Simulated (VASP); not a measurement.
# PtS2 (P-3m1) in VASP: further runs, part 2 of 2

VASP 6.6.1.

### Step 3. Single point, HSE06

Contents of POSCAR:

```
PtS2
1.0
    3.5432000000      0.0000000000      0.0000000000
   -1.7716000000      3.0685012107      0.0000000000
    0.0000000000      0.0000000000      5.0388000000
Pt S
1 2
Direct
    0.0000000000      0.0000000000      0.0000000000
    0.6666666667      0.3333333333      0.7730000000
    0.3333333333      0.6666666667      0.2270000000
```

Contents of INCAR.step1:

```
  ALGO = Normal
  EDIFF = 1E-5
  ENCUT = 280
  GGA = PE
  ISIF = 2
  ISMEAR = 0
  LASPH = T
  LREAL = F
  LWAVE = T
  NBANDS = 19
  NELM = 100
  NKRED = 1
  PREC = Accurate
  SIGMA = 0.01
```

Contents of INCAR.step2:

```
  ALGO = Normal
  EDIFF = 1E-6
  ENCUT = 280
  GGA = PE
  HFSCREEN = 0.2
  ISIF = 2
  ISMEAR = 0
  ISTART = 1
  LASPH = T
  LCHARG = F
  LHFCALC = T
  LREAL = F
  LWAVE = F
  NBANDS = 19
  NELM = 100
  NKRED = 1
  PREC = Accurate
  PRECFOCK = Fast
  SIGMA = 0.01
```

Contents of KPOINTS:

```
k-points
0
Gamma
  5 5 3
```

Potentials or basis: VASP PAW PBE potentials, release 64 (Pt, S).

Run with:

```console
$ cat potpaw_PBE.64/Pt/POTCAR potpaw_PBE.64/S/POTCAR > POTCAR
$ cp INCAR.step1 INCAR
$ mpirun -np 1 vasp_std > vasp.out
$ cp INCAR.step2 INCAR
$ mpirun -np 1 vasp_std > vasp.out
```

OUTCAR:

```text
EDIFF = 1E-6
   ENCUT = 280
   GGA = PE
   HFSCREEN = 0.2
   ISIF = 2
   ISMEAR = 0
   ISTART = 1
   LASPH = T
   LHFCALC = T
   LREAL = F
   NELM = 100
   NKRED = 1
   PREC = Accurate
   PRECFOCK = Fast

 Found     12 irreducible k-points:

 Following reciprocal coordinates:
            Coordinates               Weight
  0.000000  0.000000  0.000000      1.000000
  0.200000  0.000000  0.000000      6.000000
[... 220 lines left out ...]

------------------------ aborting loop because EDIFF is reached ----------------------------------------

  FORCE on cell =-STRESS in cart. coord.  units (eV):
  Direction    XX          YY          ZZ          XY          YZ          ZX
  --------------------------------------------------------------------------------------
  -------------------------------------------------------------------------------------
  Total        1.8142811      1.8142811      2.3522530      0.0000000      0.0000000      0.0000000
  in kB       53.0598567     53.0598567     68.7932019      0.0000000      0.0000000      0.0000000
  external PRESSURE =      58.3043051 kB  Pullay stress =       0.0000000 kB

 VOLUME and BASIS-vectors are now :
 -----------------------------------------------------------------------------
  energy-cutoff  :      280.00
  volume of cell :       54.78
      direct lattice vectors                 reciprocal lattice vectors
     3.543200000  0.000000000  0.000000000     0.282230752  0.162946001  0.000000000
    -1.771600000  3.068501211  0.000000000     0.000000000  0.325892001  0.000000000
     0.000000000  0.000000000  5.038800000     0.000000000  0.000000000  0.198459951

 POSITION                                       TOTAL-FORCE (eV/Angst)
 -----------------------------------------------------------------------------------
      0.00000      0.00000      0.00000        -0.000000      0.000000      0.000000
      1.77160      1.02283      3.89499         0.000000      0.000000     -0.867594
     -0.00000      2.04567      1.14381         0.000000      0.000000      0.867594
 -----------------------------------------------------------------------------------
    total drift:                               -0.000000     -0.000000      0.000000

  FREE ENERGIE OF THE ION-ELECTRON SYSTEM (eV)
  ---------------------------------------------------
  free  energy   TOTEN  =       -18.6276272217 eV

  energy  without entropy=      -18.6276272217  energy(sigma->0) =      -18.62762722
```

OSZICAR.step1:

```text
N       E                     dE             d eps       ncg     rms          rms(c)
DAV:   1     0.695131551852E+02    0.69513E+02   -0.72146E+03   464   0.611E+02
DAV:   2    -0.135520440073E+02   -0.83065E+02   -0.79936E+02   576   0.165E+02
DAV:   3    -0.166201260384E+02   -0.30681E+01   -0.30510E+01   557   0.316E+01
DAV:   4    -0.166494243807E+02   -0.29298E-01   -0.29285E-01   612   0.350E+00
DAV:   5    -0.166498377595E+02   -0.41338E-03   -0.41337E-03   553   0.381E-01    0.200E+01
DAV:   6    -0.154870316528E+02    0.11628E+01   -0.57106E+00   474   0.227E+01    0.129E+01
DAV:   7    -0.152923803129E+02    0.19465E+00   -0.10784E+00   465   0.996E+00    0.645E+00
DAV:   8    -0.152715531059E+02    0.20827E-01   -0.50574E-02   522   0.166E+00    0.107E+00
DAV:   9    -0.152692376234E+02    0.23155E-02   -0.78892E-03   515   0.853E-01    0.177E-01
DAV:  10    -0.152694761202E+02   -0.23850E-03   -0.95342E-04   584   0.189E-01    0.110E-01
DAV:  11    -0.152695366039E+02   -0.60484E-04   -0.61552E-05   500   0.632E-02    0.263E-02
DAV:  12    -0.152695398014E+02   -0.31975E-05   -0.15804E-05   487   0.361E-02
   1 F= -.15269540E+02 E0= -.15269540E+02  d E =-.171065E-71
```

It took 2 min on 1 thread of Intel Xeon 6975P-C (Granite Rapids), shared host; peak memory 0.23 GiB.

The run converged, but some of its settings lie outside the range that counts as converged, so its numbers aren't taken as properties of the crystal.

What came out:

```yaml
Free_energy: -18.6276 eV
Largest_force: 0.868 eV/Å
Band_gap_on_the_k_mesh: 1.92 eV, indirect (least direct gap 2.21 eV)
```

Caveat: the cutoff is under 1.25 times the usual one of these potentials, so pressure, stress and relaxed cells hold a basis-set (Pulay) error; the PAW data sets were made with another functional, which shifts forces and pressure a little; spin-orbit coupling is left out, which moves the levels of the heavy elements; an odd mesh through Γ misses points on the zone boundary, where band edges often lie.

### Step 4. Single point, HSE06

POSCAR is that of step 3.

INCAR.step1, as its differences from that of step 3:

```diff
@@ -2,3 +2,3 @@
   EDIFF = 1E-5
-  ENCUT = 280
+  ENCUT = 460
   GGA = PE
```

INCAR.step2, as its differences from that of step 3:

```diff
@@ -2,3 +2,3 @@
   EDIFF = 1E-6
-  ENCUT = 280
+  ENCUT = 460
   GGA = PE
```

Contents of KPOINTS:

```
k-points
0
Gamma
  3 3 2
```

Run with:

```console
$ cat potpaw_PBE.64/Pt/POTCAR potpaw_PBE.64/S/POTCAR > POTCAR
$ cp INCAR.step1 INCAR
$ mpirun -np 1 vasp_std > vasp.out
$ cp INCAR.step2 INCAR
$ mpirun -np 1 vasp_std > vasp.out
```

Wall time 38 s (1 thread of Intel Xeon 6975P-C (Granite Rapids), shared host); peak memory 0.26 GiB.

These settings aren't checked as converged: the numbers below hold their error.

Results:

* Free energy: -18.7671 eV
* Pressure: 5.7 GPa
* Largest force: 0.757 eV/Å
* Band gap on the k mesh: 1.81 eV, indirect (least direct gap 3.24 eV)

Caveat: the k mesh is coarse (spacing up to 0.68 Å⁻¹), so the values aren't converged, least of all with exact exchange; the PAW data sets were made with another functional, which shifts forces and pressure a little; spin-orbit coupling is left out, which moves the levels of the heavy elements; an odd mesh through Γ misses points on the zone boundary, where band edges often lie.

### Step 5. Single point, HSE06

POSCAR is that of step 4.

INCAR.step1, as its differences from that of step 4:

```diff
@@ -2,3 +2,3 @@
   EDIFF = 1E-5
-  ENCUT = 460
+  ENCUT = 400
   GGA = PE
```

INCAR.step2, as its differences from that of step 4:

```diff
@@ -2,3 +2,3 @@
   EDIFF = 1E-6
-  ENCUT = 460
+  ENCUT = 400
   GGA = PE
```

Contents of KPOINTS:

```
k-points
0
Gamma
  4 4 3
```

Potentials or basis: VASP PAW PBE potentials, release 64 (Pt, S).

Run with:

```console
$ cat potpaw_PBE.64/Pt/POTCAR potpaw_PBE.64/S/POTCAR > POTCAR
$ cp INCAR.step1 INCAR
$ mpirun -np 1 vasp_std > vasp.out
$ cp INCAR.step2 INCAR
$ mpirun -np 1 vasp_std > vasp.out
```

OUTCAR:

```text
EDIFF = 1E-6
   ENCUT = 400
   GGA = PE
   HFSCREEN = 0.2
   ISIF = 2
   ISMEAR = 0
   ISTART = 1
   LASPH = T
   LHFCALC = T
   LREAL = F
   NELM = 100
   NKRED = 1
   PREC = Accurate
   PRECFOCK = Fast

 Found      9 irreducible k-points:

 Following reciprocal coordinates:
            Coordinates               Weight
  0.000000  0.000000  0.000000      1.000000
  0.250000 -0.000000  0.000000      6.000000
[... 220 lines left out ...]

------------------------ aborting loop because EDIFF is reached ----------------------------------------

  FORCE on cell =-STRESS in cart. coord.  units (eV):
  Direction    XX          YY          ZZ          XY          YZ          ZX
  --------------------------------------------------------------------------------------
  -------------------------------------------------------------------------------------
  Total        2.0286985      2.0286985      2.3888315      0.0000000      0.0000000     -0.0000000
  in kB       59.3306355     59.3306355     69.8629642      0.0000000      0.0000000     -0.0000000
  external PRESSURE =      62.8414118 kB  Pullay stress =       0.0000000 kB

 VOLUME and BASIS-vectors are now :
 -----------------------------------------------------------------------------
  energy-cutoff  :      400.00
  volume of cell :       54.78
      direct lattice vectors                 reciprocal lattice vectors
     3.543200000  0.000000000  0.000000000     0.282230752  0.162946001  0.000000000
    -1.771600000  3.068501211  0.000000000     0.000000000  0.325892001  0.000000000
     0.000000000  0.000000000  5.038800000     0.000000000  0.000000000  0.198459951

 POSITION                                       TOTAL-FORCE (eV/Angst)
 -----------------------------------------------------------------------------------
      0.00000      0.00000      0.00000        -0.000000      0.000000      0.000000
      1.77160      1.02283      3.89499         0.000000      0.000000     -0.889267
     -0.00000      2.04567      1.14381         0.000000      0.000000      0.889267
 -----------------------------------------------------------------------------------
    total drift:                               -0.000000      0.000000      0.000001

  FREE ENERGIE OF THE ION-ELECTRON SYSTEM (eV)
  ---------------------------------------------------
  free  energy   TOTEN  =       -18.6407941731 eV

  energy  without entropy=      -18.6407941731  energy(sigma->0) =      -18.64079417
```

OUTCAR.step1:

```text
EDIFF = 1E-5
   ENCUT = 400
   GGA = PE
   ISIF = 2
[... 247 lines left out ...]
      0.00000      0.00000      0.00000        -0.000000      0.000000      0.000000
      1.77160      1.02283      3.89499         0.000000     -0.000000     -1.256198
     -0.00000      2.04567      1.14381        -0.000000      0.000000      1.256198
 -----------------------------------------------------------------------------------
    total drift:                                0.000000     -0.000000     -0.000000

  FREE ENERGIE OF THE ION-ELECTRON SYSTEM (eV)
  ---------------------------------------------------
  free  energy   TOTEN  =       -15.2831680975 eV

  energy  without entropy=      -15.2831680975  energy(sigma->0) =      -15.28316810
```

It took 1.7 min on 1 thread of Intel Xeon 6975P-C (Granite Rapids), shared host; peak memory 0.26 GiB.

These settings aren't checked as converged: the numbers below hold their error.

What came out:

```yaml
Free_energy: -18.6408 eV
Pressure: 6.3 GPa
Largest_force: 0.889 eV/Å
Band_gap_on_the_k_mesh: 1.54 eV, indirect (least direct gap 1.91 eV)
```

Caveat: the k mesh is coarse (spacing up to 0.51 Å⁻¹), so the values aren't converged, least of all with exact exchange; the PAW data sets were made with another functional, which shifts forces and pressure a little; spin-orbit coupling is left out, which moves the levels of the heavy elements; an odd mesh through Γ misses points on the zone boundary, where band edges often lie.
